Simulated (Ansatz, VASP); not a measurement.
**One calculation of Cs2I, two programs**

The input INCAR:

```
PREC     = Accurate       # precision mode
ENCUT    = 600            # plane-wave cutoff, eV
EDIFF    = 1E-6           # SCF threshold, eV
ISMEAR   = 0              # smearing method
SIGMA    = 0.1            # smearing width, eV
LREAL    = F              # projectors in reciprocal space
LASPH    = T              # aspherical terms in the spheres
NELM     = 100            # most SCF steps
ALGO     = Normal         # electronic algorithm
ISIF     = 3              # what is computed and relaxed
LWAVE    = F              # write WAVECAR
LCHARG   = F              # write CHGCAR
GGA      = PE             # functional
IBRION   = 2              # ionic algorithm
NSW      = 90             # ionic steps
EDIFFG   = -0.04          # ionic threshold
```

KPOINTS

```
Automatic mesh
0
Gamma
  4 4 4
```

The input POSCAR:

```
Cs2I
1.0
    0.0000000000      4.0269513996      4.0269513996
    4.0269513996      0.0000000000      4.0269513996
    4.0269513996      4.0269513996      0.0000000000
Cs I
2 1
Direct
    0.2500000000      0.2500000000      0.2500000000
    0.7500000000      0.7500000000      0.7500000000
    0.0000000000      0.0000000000      0.0000000000
```

Input for Ansatz:

```yaml
crystal:
  lattice:
    - [0.0, 4.0269513996, 4.0269513996]
    - [4.0269513996, 0.0, 4.0269513996]
    - [4.0269513996, 4.0269513996, 0.0]
  atoms:
    - { symbol: Cs, position: [0.25, 0.25, 0.25] }
    - { symbol: Cs, position: [0.75, 0.75, 0.75] }
    - { symbol: I, position: [0.0, 0.0, 0.0] }
basis:
  ecutwfc: 420
kpoints:
  mp_grid: { grid: [4, 4, 4] }
hamiltonian:
  xc: pbe
scf:
  occupations: { method: gaussian, width: 0.1 }
  lower_state_search: "off"
output:
  forces: true
  stress: true
  eigenvalues: true
relax:
  adjacent_minimum: "off"
  f_tol: 0.04
  max_steps: 70
  cell: { stress_tol: 0.4 }
```

Alike in both runs: task relaxation of cell and atoms; functional PBE; k mesh 4 × 4 × 4; occupations gaussian, width 0.1 eV; no spin polarisation.

```csv
,VASP,Ansatz
version,VASP 6.6.1,Ansatz 0.2.0
potentials or method,"VASP PAW PBE potentials, release 64 (Cs_sv, I)","scalar-relativistic, plane waves, PAW"
plane-wave cutoff (eV),600,420
valence electrons in the cell,25,35
```

Ansatz gave:

```
gap on the k mesh at the Fermi level, each at its own relaxed structure (eV) : none
relaxed volume (Å³/atom)                                                     : 68.70
relaxed cell length with the largest relative difference (Å)                 : 6.630
energy change over the relaxation (meV/atom)                                 : -361
```

Problem. Estimate VASP's values.

Solution. gap on the k mesh at the Fermi level, each at its own relaxed structure (eV): none; relaxed volume (Å³/atom): 72.06; relaxed cell length with the largest relative difference (Å): 6.737; energy change over the relaxation (meV/atom): -369.

A gap of «none» marks a metal or a gap that the smearing closes. The two sets of potentials don't hold the same shells in valence.

Caveats: the volume moved by over 15 % at a fixed basis, so the end points are rough (VASP); an odd number of electrons without spin polarisation forces a metal; a magnetic or distorted state may lie lower. Spin-orbit coupling is left out, which matters for the levels of Cs, I.
